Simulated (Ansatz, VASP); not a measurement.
**Ta: VASP beside Ansatz**

File INCAR:

```
  ALGO = Fast
  DIPOL = 0.5 0.5 0.263
  EDIFF = 1E-6
  ENCUT = 520
  GGA = PE
  IDIPOL = 3
  ISIF = 2
  ISMEAR = 0
  LASPH = True
  LCHARG = True
  LDIPOL = True
  LELF = True
  LREAL = False
  LVACPOTAV = True
  LVHAR = True
  LWAVE = False
  NBANDS = 18
  NELM = 80
  PREC = Accurate
  SIGMA = 0.1
```

Contents of KPOINTS:

```
k-points
0
Gamma
  20 20 1
```

Contents of POSCAR:

```
Ta
1.0
    2.7189843391      0.0000000000      0.0000000000
    0.0000000000      2.7189843391      0.0000000000
    0.0000000000      0.0000000000     28.4866442270
Ta
2
Direct
    1.0000000000      0.5000000000      0.3026376178
    0.5000000000      0.0000000000      0.2239249313
```

Input for Ansatz:

```yaml
crystal:
  lattice:
    - [2.7189843391, 0.0, 0.0]
    - [0.0, 2.7189843391, 0.0]
    - [0.0, 0.0, 28.486644227]
  atoms:
    - { symbol: Ta, position: [1.0, 0.5, 0.3026376178] }
    - { symbol: Ta, position: [0.5, 0.0, 0.2239249313] }
  periodic: [true, true, false]
basis:
  ecutwfc: 420
kpoints:
  mp_grid: { grid: [20, 20, 1] }
  band_path:
    path: [[0.0, 0.0, 0.0], [0.0, 0.5, 0.0], [0.5, 0.5, 0.0], [0.0, 0.0, 0.0]]
    npoints: 14
hamiltonian:
  xc: pbe
scf:
  occupations: { method: gaussian, width: 0.1 }
  n_extra_bands: 6
output:
  forces: true
  stress: true
  eigenvalues: true
  populations: true
  dos: { projected: true, de: 0.02, nscf_kmesh: { grid: [24, 24, 1] } }
  bader: true
  write_density: true
  write_potential: true
  elf: true
  volumetric_format: npy
```

The cell was built by a generator and needn't be a form met in nature.

Alike in both runs: task single point; functional PBE; k mesh 20 × 20 × 1; occupations gaussian, width 0.1 eV; no spin polarisation.

|  | VASP | Ansatz |
| --- | --- | --- |
| version | VASP 6.6.1 | Ansatz 0.2.0 |
| potentials or method | VASP PAW PBE potentials, release 64 (Ta_pv) | scalar-relativistic, plane waves, PAW |
| plane-wave cutoff (eV) | 520 | 420 |
| valence electrons in the cell | 22 | 26 |

```tsv
	VASP	Ansatz	Ansatz less VASP
gap on the k mesh at the Fermi level (eV)	none	none	-
rms of the force components (eV/Å)	0.006	0.004	-0.0019
```

Atom by atom the forces differ by 0.002 eV/Å (rms over components). A gap of «none» marks a metal or a gap that the smearing closes. With one functional, cell and mesh, what is left measures potentials, basis and numerics. The two sets of potentials don't hold the same shells in valence. Ansatz warned: «xc_potential_rough_in_thin_density».

Spin-orbit coupling is left out, which matters for the levels of Ta.
